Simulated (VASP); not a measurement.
# CdSe in VASP: one cell, several levels of theory

What does VASP give for zincblende CdSe, under +3.0 % equal strain in all directions, the cell held fixed? Runs: PBE, r2SCAN.

The runs shown are made with VASP 6.6.1. PAW datasets, plane waves. Spin-unpolarised throughout; all numbers are computed.

### Step 1. The structure to begin with

The cell comes from an earlier relaxation with r2SCAN in another program.

It is cubic, F-43m (No. 216); a = 6.320 Å in the conventional setting, 31.55 Å³ an atom. Near Cd stand 4 Se at 2.74 Å; near Se stand 4 Cd at 2.74 Å.

As a file:

```
CELL_PARAMETERS angstrom
0.00000 3.15981 3.15981
3.15981 0.00000 3.15981
3.15981 3.15981 0.00000
ATOMIC_POSITIONS crystal
Cd 0.00000 0.00000 0.00000
Se 0.25000 0.25000 0.25000
```

### Step 2. PBE

INCAR reads:

```
ENCUT = 520.000000
SIGMA = 0.020000
EDIFF = 1.00e-07
GGA = PE
PREC = Accurate
IBRION = -1
ISIF = 2
ISMEAR = -1
NBANDS = 16
NELM = 120
NSW = 0
LASPH = .TRUE.
LCHARG = .FALSE.
LWAVE = .FALSE.
LREAL = .FALSE.
```

KPOINTS reads:

```
KPOINTS created by Atomic Simulation Environment
0
Gamma
8 8 8
0 0 0
```

KPOINTS_OPT reads:

```
special points
6
Reciprocal
0.0000000000 0.0000000000 0.0000000000 1
-0.5000000000 -0.5000000000 0.0000000000 1
-0.3750000000 -0.3750000000 0.2500000000 1
-0.3750000000 0.0000000000 0.3750000000 1
0.0000000000 0.0000000000 0.5000000000 1
-0.5000000000 -0.2500000000 0.2500000000 1
```

POSCAR reads:

```
Cd Se
 1.0000000000000000
     0.0000000000000000    3.1598143944000001    3.1598143944000001
     3.1598143944000001    0.0000000000000000    3.1598143944000001
     3.1598143944000001    3.1598143944000001    0.0000000000000000
 Cd  Se
   1   1
Cartesian
  0.0000000000000000  0.0000000000000000  0.0000000000000000
  1.5799071971999998  1.5799071971999998  1.5799071971999998
```

The run uses the recommended PBE PAW datasets (18 valence electrons a neutral cell).

Run with:

```
mpirun -np 1 vasp_std
```

Standard output, without the iteration lines:

```text
POSCAR found type information on POSCAR CdSe
 POSCAR found :  2 types and       2 ions
 LDA part: xc-table for (Slater+PW92), standard interpolation
 POSCAR, INCAR and KPOINTS ok, starting setup
 FFT: planning ... GRIDC
 FFT: planning ... GRID_SOFT
 FFT: planning ... GRID
 WAVECAR not read
 entering main loop
 Start KPOINTS_OPT (optional k-point list driver)
k-point batch [1-6\6]
```

OSZICAR:

```text
N       E                     dE             d eps       ncg     rms          rms(c)
DAV:   1     0.109221075314E+03    0.10922E+03   -0.86042E+03   936   0.992E+02
DAV:   2    -0.124652767957E+01   -0.11047E+03   -0.10453E+03  1104   0.247E+02
DAV:   3    -0.585337073704E+01   -0.46068E+01   -0.45971E+01  1096   0.515E+01
DAV:   4    -0.587567370408E+01   -0.22303E-01   -0.22302E-01  1176   0.356E+00
DAV:   5    -0.587582162952E+01   -0.14793E-03   -0.14792E-03  1112   0.254E-01    0.491E+00
DAV:   6    -0.549465541687E+01    0.38117E+00   -0.58823E-01  1328   0.824E+00    0.406E+00
DAV:   7    -0.547537115758E+01    0.19284E-01   -0.12691E-01  1056   0.234E+00    0.183E+00
DAV:   8    -0.547618096691E+01   -0.80981E-03   -0.10838E-02  1032   0.120E+00    0.228E-01
DAV:   9    -0.547645637309E+01   -0.27541E-03   -0.12976E-03  1184   0.406E-01    0.565E-02
DAV:  10    -0.547653032654E+01   -0.73953E-04   -0.13755E-04  1136   0.137E-01    0.464E-02
DAV:  11    -0.547658608578E+01   -0.55759E-04   -0.86001E-05  1136   0.560E-02    0.178E-02
DAV:  12    -0.547658596037E+01    0.12541E-06   -0.10784E-06  1064   0.890E-03    0.991E-03
DAV:  13    -0.547658673656E+01   -0.77619E-06   -0.20554E-06  1144   0.706E-03    0.430E-03
DAV:  14    -0.547658683826E+01   -0.10170E-06   -0.47495E-08   928   0.177E-03    0.186E-03
DAV:  15    -0.547658689261E+01   -0.54350E-07   -0.19393E-08   928   0.811E-04
   1 F= -.54765869E+01 E0= -.54765868E+01  d E =-.273918E-06
       N       E                     dE             ncg
DAV:   1     0.684750017859E+03   -0.28503E+04      192
DAV:   2     0.559302370984E+02   -0.62882E+03      224
DAV:   3     0.316459748002E+02   -0.24284E+02      216
DAV:   4     0.315388631211E+02   -0.10711E+00      264
DAV:   5     0.315381529004E+02   -0.71022E-03      224
DAV:   6     0.315381443178E+02   -0.85826E-05      264
DAV:   7     0.315381441876E+02   -0.13022E-06      240
DAV:   8     0.315381441857E+02   -0.18518E-08      216
```

The lines after F= are the extra pass for the points of KPOINTS_OPT, at fixed density; their E is not a total energy.

OUTCAR, selected sections:

```text
k-points           NKPTS =     29   k-points in BZ     NKDIM =     29   number of bands    NBANDS=     16

   NELECT =      18.0000    total number of electrons

   dimension x,y,z NGX =    36 NGY =   36 NGZ =   36
   dimension x,y,z NGXF=    72 NGYF=   72 NGZF=   72

  energy-cutoff  :      520.00
  volume of cell :       63.10
      direct lattice vectors                 reciprocal lattice vectors
     0.000000000  3.159814394  3.159814394    -0.158237142  0.158237142  0.158237142
     3.159814394  0.000000000  3.159814394     0.158237142 -0.158237142  0.158237142
     3.159814394  3.159814394  0.000000000     0.158237142  0.158237142 -0.158237142

 k-points in reciprocal lattice and weights: KPOINTS created by Atomic Simulation Env
   0.00000000  0.00000000  0.00000000       0.002
   0.12500000  0.00000000  0.00000000       0.016
   0.25000000  0.00000000  0.00000000       0.016
   0.37500000  0.00000000  0.00000000       0.016
   0.50000000  0.00000000  0.00000000       0.008
   0.12500000  0.12500000  0.00000000       0.012
   0.25000000  0.12500000  0.00000000       0.047
   0.37500000  0.12500000  0.00000000       0.047
[... 21 more k-points ...]

 E-fermi :   0.2942

 k-point     1 :       0.0000    0.0000    0.0000
  band No.  band energies     occupation
      1     -11.9189      2.00000
      2      -7.5202      2.00000
      3      -7.5202      2.00000
      4      -7.5202      2.00000
      5      -7.2560      2.00000
      6      -7.2560      2.00000
      7       0.0978      1.99989
      8       0.0978      1.99989
      9       0.0978      1.99989
     10       0.4679      0.00034
     11       6.0047      0.00000
     12       6.0047      0.00000
     13       6.0047      0.00000
     14       9.4157      0.00000
     15      10.9275      0.00000
     16      10.9275      0.00000

 k-point     2 :       0.1250    0.0000    0.0000
  band No.  band energies     occupation
      1     -11.8784      2.00000
      2      -7.5079      2.00000
      3      -7.5079      2.00000
      4      -7.4790      2.00000
      5      -7.2564      2.00000
      6      -7.2564      2.00000
      7      -1.0393      2.00000
      8      -0.0015      2.00000
      9      -0.0015      2.00000
     10       1.4613      0.00000
     11       5.7642      0.00000
     12       6.1784      0.00000
     13       6.1784      0.00000
     14      10.1433      0.00000
     15      10.2497      0.00000
     16      10.2497      0.00000

 k-point     3 :       0.2500    0.0000    0.0000
  band No.  band energies     occupation
      1     -11.7798      2.00000
      2      -7.4811      2.00000
      3      -7.4811      2.00000
      4      -7.3487      2.00000
      5      -7.2541      2.00000
      6      -7.2541      2.00000
      7      -2.2900      2.00000
      8      -0.2228      2.00000
      9      -0.2228      2.00000
     10       2.1666      0.00000
     11       5.8733      0.00000
     12       6.4616      0.00000
     13       6.4616      0.00000
     14      10.0120      0.00000
     15      10.0120      0.00000
     16      10.0262      0.00000

 k-point     4 :       0.3750    0.0000    0.0000
  band No.  band energies     occupation
      1     -11.6803      2.00000
      2      -7.4596      2.00000
      3      -7.4596      2.00000
      4      -7.2452      2.00000
      5      -7.2452      2.00000
      6      -7.1524      2.00000
      7      -3.2730      2.00000
      8      -0.4239      2.00000
      9      -0.4239      2.00000
     10       2.3327      0.00000
     11       6.5193      0.00000
     12       6.5193      0.00000
     13       6.6631      0.00000
     14       9.7131      0.00000
     15      10.7791      0.00000
     16      10.7791      0.00000

 k-point     5 :       0.5000    0.0000    0.0000
  band No.  band energies     occupation
      1     -11.6390      2.00000
      2      -7.4527      2.00000
      3      -7.4527      2.00000
      4      -7.2393      2.00000
      5      -7.2393      2.00000
      6      -7.0391      2.00000
      7      -3.6701      2.00000
      8      -0.5024      2.00000
      9      -0.5024      2.00000
     10       2.3302      0.00000
     11       6.4890      0.00000
     12       6.4890      0.00000
     13       7.1553      0.00000
     14       9.8334      0.00000
     15      11.8400      0.00000
     16      11.8400      0.00000

[... the tables of k-points 6 to 29 left out ...]

  Total       -0.8346470     -0.8346470     -0.8346470     -0.0000000      0.0000000     -0.0000000
  in kB      -21.1933065    -21.1933065    -21.1933065     -0.0000000      0.0000000     -0.0000000
  external PRESSURE =     -21.1933065 kB  Pullay stress =       0.0000000 kB

 POSITION                                       TOTAL-FORCE (eV/Angst)
 -----------------------------------------------------------------------------------
      0.00000      0.00000      0.00000         0.000000      0.000000      0.000000
      1.57991      1.57991      1.57991        -0.000000     -0.000000     -0.000000
 -----------------------------------------------------------------------------------
    total drift:                               -0.000000     -0.000000     -0.000000

  FREE ENERGIE OF THE ION-ELECTRON SYSTEM (eV)
  ---------------------------------------------------
  free  energy   TOTEN  =        -5.4765868926 eV

  energy  without entropy=       -5.4765866187  energy(sigma->0) =       -5.47658676
```

Run time: 26 s. Hardware: 1 MPI rank of Intel Xeon Platinum 8488C, shared host; peak memory 0.23 GiB.

The levels at the points of KPOINTS_OPT are read from vasprun.xml.

Band energies at the special points (eV, zero at the top of v, the last band that the electrons fill by count):

```tsv
point	v−1	v	c	c+1
Γ	0.00	0.00	0.37	5.91
X	-1.50	-1.50	3.33	3.60
U	-2.06	-1.22	3.66	4.91
K	-2.06	-1.22	3.66	4.91
L	-0.60	-0.60	2.23	6.39
W	-1.84	-1.76	4.53	5.21
```

PBE gives a direct gap of 0.37 eV at Γ. The pressure is -2.12 GPa; the forces vanish within 0.01 eV/Å.

### Step 3. Single point with r2SCAN

INCAR reads:

```
ENCUT = 520.000000
SIGMA = 0.010000
EDIFF = 1.00e-07
ALGO = Normal
METAGGA = R2SCAN
PREC = Accurate
IBRION = -1
ISIF = 2
ISMEAR = 0
NBANDS = 16
NELM = 120
NSW = 0
LASPH = .TRUE.
LCHARG = .FALSE.
LWAVE = .FALSE.
LREAL = .FALSE.
```

KPOINTS is that of step 2.

KPOINTS_OPT is that of step 2.

POSCAR is that of step 2.

Run with:

```
mpirun -np 1 vasp_std
```

Printed to the terminal (iteration lines stand in OSZICAR):

```text
POSCAR found type information on POSCAR CdSe
 POSCAR found :  2 types and       2 ions
 -----------------------------------------------------------------------------
|                                                                             |
|                                                                             |
|     You enforced a specific xc type in the INCAR file but a different       |
|     I HOPE YOU KNOW WHAT YOU ARE DOING!                                     |
|                                                                             |
 -----------------------------------------------------------------------------

 LDA part: xc-table for (None), standard interpolation
 POSCAR, INCAR and KPOINTS ok, starting setup
 FFT: planning ... GRIDC
 FFT: planning ... GRID_SOFT
 FFT: planning ... GRID
 WAVECAR not read
 entering main loop
 Start KPOINTS_OPT (optional k-point list driver)
k-point batch [1-6\6]
```

OSZICAR:

```text
N       E                     dE             d eps       ncg     rms          rms(c)
DAV:   1     0.771061858314E+02    0.77106E+02   -0.87102E+03   936   0.101E+03
DAV:   2    -0.360049715570E+02   -0.11311E+03   -0.10652E+03  1088   0.250E+02
DAV:   3    -0.407657773931E+02   -0.47608E+01   -0.47506E+01  1104   0.530E+01
DAV:   4    -0.407875845979E+02   -0.21807E-01   -0.21806E-01  1160   0.361E+00
DAV:   5    -0.407877335287E+02   -0.14893E-03   -0.14893E-03  1128   0.261E-01    0.460E+00
DAV:   6    -0.358671682542E+02    0.49206E+01   -0.31443E+00   976   0.228E+01    0.667E+00
DAV:   7    -0.358319769131E+02    0.35191E-01   -0.20887E-01  1112   0.455E+00    0.386E+00
DAV:   8    -0.358478504671E+02   -0.15874E-01   -0.74085E-02  1112   0.278E+00    0.758E-01
DAV:   9    -0.358534293695E+02   -0.55789E-02   -0.90145E-03  1168   0.755E-01    0.249E-01
DAV:  10    -0.358535284332E+02   -0.99064E-04   -0.27303E-03  1144   0.503E-01    0.142E-01
DAV:  11    -0.358534669984E+02    0.61435E-04   -0.13914E-04  1096   0.157E-01    0.740E-02
DAV:  12    -0.358534493533E+02    0.17645E-04   -0.19351E-04  1096   0.156E-01    0.220E-02
DAV:  13    -0.358534474296E+02    0.19237E-05   -0.52528E-06  1088   0.298E-02    0.619E-03
DAV:  14    -0.358534467612E+02    0.66837E-06   -0.97737E-07  1072   0.107E-02    0.772E-04
DAV:  15    -0.358534467021E+02    0.59126E-07   -0.72565E-08   656   0.247E-03
   1 F= -.35853447E+02 E0= -.35853447E+02  d E =-.681340E-16
       N       E                     dE             ncg
DAV:   1     0.654093831729E+03   -0.28810E+04      192
DAV:   2     0.581059514763E+01   -0.64828E+03      224
DAV:   3    -0.194685324907E+02   -0.25279E+02      216
DAV:   4    -0.195731720962E+02   -0.10464E+00      256
DAV:   5    -0.195739267897E+02   -0.75469E-03      240
DAV:   6    -0.195739364271E+02   -0.96374E-05      240
DAV:   7    -0.195739365766E+02   -0.14950E-06      256
DAV:   8    -0.195739365781E+02   -0.15395E-08      208
```

From OUTCAR:

```text
k-points           NKPTS =     29   k-points in BZ     NKDIM =     29   number of bands    NBANDS=     16

   NELECT =      18.0000    total number of electrons

   dimension x,y,z NGX =    36 NGY =   36 NGZ =   36
   dimension x,y,z NGXF=    72 NGYF=   72 NGZF=   72

  energy-cutoff  :      520.00
  volume of cell :       63.10
      direct lattice vectors                 reciprocal lattice vectors
     0.000000000  3.159814394  3.159814394    -0.158237142  0.158237142  0.158237142
     3.159814394  0.000000000  3.159814394     0.158237142 -0.158237142  0.158237142
     3.159814394  3.159814394  0.000000000     0.158237142  0.158237142 -0.158237142

 k-points in reciprocal lattice and weights: KPOINTS created by Atomic Simulation Env
   0.00000000  0.00000000  0.00000000       0.002
   0.12500000  0.00000000  0.00000000       0.016
   0.25000000  0.00000000  0.00000000       0.016
   0.37500000  0.00000000  0.00000000       0.016
   0.50000000  0.00000000  0.00000000       0.008
   0.12500000  0.12500000  0.00000000       0.012
   0.25000000  0.12500000  0.00000000       0.047
   0.37500000  0.12500000  0.00000000       0.047
[... 21 more k-points ...]

 E-fermi :  -0.1503

 k-point     1 :       0.0000    0.0000    0.0000
  band No.  band energies     occupation
      1     -12.6232      2.00000
      2      -8.0623      2.00000
      3      -8.0623      2.00000
      4      -8.0623      2.00000
      5      -7.7793      2.00000
      6      -7.7793      2.00000
      7      -0.2022      2.00000
      8      -0.2022      2.00000
      9      -0.2022      2.00000
     10       0.6232      0.00000
     11       6.2395      0.00000
     12       6.2395      0.00000
     13       6.2395      0.00000
     14       9.5798      0.00000
     15      11.1748      0.00000
     16      11.1748      0.00000

 k-point     2 :       0.1250    0.0000    0.0000
  band No.  band energies     occupation
      1     -12.5817      2.00000
      2      -8.0494      2.00000
      3      -8.0494      2.00000
      4      -8.0180      2.00000
      5      -7.7797      2.00000
      6      -7.7797      2.00000
      7      -1.2456      2.00000
      8      -0.3018      2.00000
      9      -0.3018      2.00000
     10       1.5297      0.00000
     11       5.9500      0.00000
     12       6.4175      0.00000
     13       6.4175      0.00000
     14      10.3441      0.00000
     15      10.4468      0.00000
     16      10.4468      0.00000

 k-point     3 :       0.2500    0.0000    0.0000
  band No.  band energies     occupation
      1     -12.4807      2.00000
      2      -8.0210      2.00000
      3      -8.0210      2.00000
      4      -7.8791      2.00000
      5      -7.7773      2.00000
      6      -7.7773      2.00000
      7      -2.5459      2.00000
      8      -0.5248      2.00000
      9      -0.5248      2.00000
     10       2.2916      0.00000
     11       6.0045      0.00000
     12       6.6931      0.00000
     13       6.6931      0.00000
     14      10.1189      0.00000
     15      10.2095      0.00000
     16      10.2095      0.00000

 k-point     4 :       0.3750    0.0000    0.0000
  band No.  band energies     occupation
      1     -12.3789      2.00000
      2      -7.9979      2.00000
      3      -7.9979      2.00000
      4      -7.7685      2.00000
      5      -7.7685      2.00000
      6      -7.6724      2.00000
      7      -3.5724      2.00000
      8      -0.7286      2.00000
      9      -0.7286      2.00000
     10       2.4800      0.00000
     11       6.7178      0.00000
     12       6.7179      0.00000
     13       6.7719      0.00000
     14       9.8144      0.00000
     15      11.0470      0.00000
     16      11.0470      0.00000

 k-point     5 :       0.5000    0.0000    0.0000
  band No.  band energies     occupation
      1     -12.3366      2.00000
      2      -7.9903      2.00000
      3      -7.9903      2.00000
      4      -7.7626      2.00000
      5      -7.7626      2.00000
      6      -7.5541      2.00000
      7      -3.9862      2.00000
      8      -0.8085      2.00000
      9      -0.8085      2.00000
     10       2.4790      0.00000
     11       6.6716      0.00000
     12       6.6716      0.00000
     13       7.2390      0.00000
     14       9.9838      0.00000
     15      12.1831      0.00000
     16      12.1831      0.00000

[... the tables of k-points 6 to 29 left out ...]

  Total       -1.4210365     -1.4210365     -1.4210365     -0.0000000      0.0000000      0.0000000
  in kB      -36.0828719    -36.0828719    -36.0828719     -0.0000000      0.0000000      0.0000000
  external PRESSURE =     -36.0828719 kB  Pullay stress =       0.0000000 kB

 POSITION                                       TOTAL-FORCE (eV/Angst)
 -----------------------------------------------------------------------------------
      0.00000      0.00000      0.00000        -0.000000     -0.000000     -0.000000
      1.57991      1.57991      1.57991         0.000000      0.000000      0.000000
 -----------------------------------------------------------------------------------
    total drift:                               -0.000000     -0.000000     -0.000000

  FREE ENERGIE OF THE ION-ELECTRON SYSTEM (eV)
  ---------------------------------------------------
  free  energy   TOTEN  =       -35.8534467021 eV

  energy  without entropy=      -35.8534467021  energy(sigma->0) =      -35.85344670
```

Run time: 91 s. Hardware: 1 MPI rank of Intel Xeon Platinum 8488C, shared host; peak memory 0.22 GiB.

The levels at the points of KPOINTS_OPT are read from vasprun.xml.

Band energies at the special points (eV, zero at the top of v, the last band that the electrons fill by count):

```tsv
point	v−1	v	c	c+1
Γ	0.00	0.00	0.83	6.44
X	-1.52	-1.52	3.63	3.99
U	-2.09	-1.24	4.05	5.29
K	-2.09	-1.24	4.05	5.29
L	-0.61	-0.61	2.68	6.87
W	-1.88	-1.79	5.01	5.49
```

Gap with r2SCAN: 0.83 eV, direct (Γ). Pressure: -3.61 GPa; the forces vanish within 0.01 eV/Å.

### Step 4. What came out

```
 level  gap (eV)  pressure (GPa)
   PBE      0.37           -2.12
r2SCAN      0.83           -3.61
```

The gap runs from 0.37 eV (PBE) to 0.83 eV (r2SCAN). At this one volume the pressure spans -3.6 GPa (r2SCAN) to -2.1 GPa (PBE): PBE wants the largest cell and r2SCAN the smallest.
